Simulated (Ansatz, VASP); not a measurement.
# CuI (Marshite) in VASP and in Ansatz

```xyz
2
Lattice="0.0000 3.0390 3.0390 3.0390 0.0000 3.0390 3.0390 3.0390 0.0000" Properties=species:S:1:pos:R:3 pbc="T T T"
Cu    1.5195    1.5195    1.5195
I     0.0000    0.0000    0.0000
```

Alike in both runs: functional PBE; k mesh 8 × 8 × 8; occupations gaussian, width 0.02 eV; no spin polarisation.

Ansatz relaxed the structure, and its values are those at the end. VASP's run is a single point on that final structure, the one shown.

|  | VASP | Ansatz |
| --- | --- | --- |
| version | VASP 6.6.1 | Ansatz 0.2.0 |
| potentials or method | VASP PAW PBE potentials, release 64 (Cu, I) | scalar-relativistic, plane waves, PAW |
| plane-wave cutoff (eV) | 520 | 420 |
| valence electrons in the cell | 18 | 36 |

```csv
,VASP,Ansatz,Ansatz less VASP
gap on the k mesh at the Fermi level (eV),1.12,1.10,-0.022
least direct gap on the mesh (eV),1.12,1.10,-0.022
pressure (GPa),0.0,0.0,+0.02
```

With one functional, cell and mesh, what is left measures potentials, basis and numerics. The two sets of potentials don't hold the same shells in valence.

Caveats: spin-orbit coupling is left out, which moves the levels of the heavy elements.
